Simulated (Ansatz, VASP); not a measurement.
# One calculation of GaN, two programs

File POSCAR:

```
GaN
1.0
    3.0239918940      0.0000000000      0.0000000000
   -1.5119959470      2.6188538011      0.0000000000
    0.0000000000      0.0000000000      4.9244438733
Ga N
2 2
Direct
    0.3333333333      0.6666666667     -0.0006931345
    0.6666666667      0.3333333333      0.4993068655
    0.3333333333      0.6666666667      0.3756931345
    0.6666666667      0.3333333333      0.8756931345
```

Contents of INCAR.step1:

```
SYSTEM = GaN
PREC     = Accurate       ! precision mode
ENCUT    = 520            ! plane-wave cutoff, eV
ISMEAR   = 0              ! smearing method
SIGMA    = 0.01           ! smearing width, eV
LREAL    = .FALSE.        ! projectors in reciprocal space
LASPH    = .TRUE.         ! aspherical terms in the spheres
NELM     = 100            ! most SCF steps
NBANDS   = 26             ! bands
GGA      = PE             ! functional
ALGO     = Normal         ! electronic algorithm
EDIFF    = 1E-4           ! SCF threshold, eV
LWAVE    = .TRUE.         ! write WAVECAR
LCHARG   = .FALSE.        ! write CHGCAR
```

INCAR.step2

```
SYSTEM = GaN
PREC     = Accurate       ! precision mode
ENCUT    = 520            ! plane-wave cutoff, eV
EDIFF    = 1E-7           ! SCF threshold, eV
ISMEAR   = 0              ! smearing method
SIGMA    = 0.01           ! smearing width, eV
LREAL    = .FALSE.        ! projectors in reciprocal space
LASPH    = .TRUE.         ! aspherical terms in the spheres
NELM     = 100            ! most SCF steps
ALGO     = Normal         ! electronic algorithm
ISIF     = 2              ! what is computed and relaxed
LWAVE    = .FALSE.        ! write WAVECAR
LCHARG   = .TRUE.         ! write CHGCAR
METAGGA  = R2SCAN         ! meta-GGA
LMIXTAU  = .TRUE.       
LELF     = .TRUE.         ! ELF
LVHAR    = .TRUE.       
NBANDS   = 26             ! bands
ISTART   = 1
```

Contents of KPOINTS:

```
regular mesh
0
G
  12 12 6
  0 0 0
```

Input for Ansatz:

```yaml
crystal:
  lattice:
    - [3.023991894, 0.0, 0.0]
    - [-1.511995947, 2.6188538011, 0.0]
    - [0.0, 0.0, 4.9244438733]
  atoms:
    - { symbol: Ga, position: [0.3333333333, 0.6666666667, -0.0006931345] }
    - { symbol: Ga, position: [0.6666666667, 0.3333333333, 0.4993068655] }
    - { symbol: "N", position: [0.3333333333, 0.6666666667, 0.3756931345] }
    - { symbol: "N", position: [0.6666666667, 0.3333333333, 0.8756931345] }
kpoints:
  mp_grid: { grid: [12, 12, 6] }
  band_path:
    path:
      - [0.0, 0.0, 0.0]
      - [0.5, 0.0, 0.0]
      - [0.3333333333, 0.3333333333, 0.0]
      - [0.0, 0.0, 0.5]
      - [0.5, 0.0, 0.5]
      - [0.3333333333, 0.3333333333, 0.5]
    npoints: 1
hamiltonian:
  xc: r2scan
scf:
  occupations: { method: fixed }
  n_extra_bands: 5
output:
  forces: true
  stress: true
  eigenvalues: true
```

Change from the starting cell: hydrostatic strain -5.0%.

Alike in both runs: task single point; functional r2SCAN; k mesh 12 × 12 × 6; no spin polarisation.

|  | VASP | Ansatz |
| --- | --- | --- |
| version | VASP 6.6.1 | Ansatz 0.2.0 |
| potentials or method | VASP PAW PBE potentials, release 64 (Ga_d, N) | plane waves, PAW |
| plane-wave cutoff (eV) | 520 | 500 |
| occupations | gaussian, width 0.01 eV | fixed |
| valence electrons in the cell | 36 | 36 |

```tsv
	VASP	Ansatz	Ansatz less VASP
gap on the k mesh at the Fermi level (eV)	3.40	3.42	+0.015
pressure (GPa)	43.8	42.0	-1.76
largest component of the traceless stress (GPa)	0.25	0.19	-0.062
```

Caveats: so large a pressure means that the cell lies far from this level's equilibrium, or that cutoff or potentials fall short (VASP); the potentials were made for another functional, which shifts forces and pressure (VASP). A k mesh can miss the band edges.
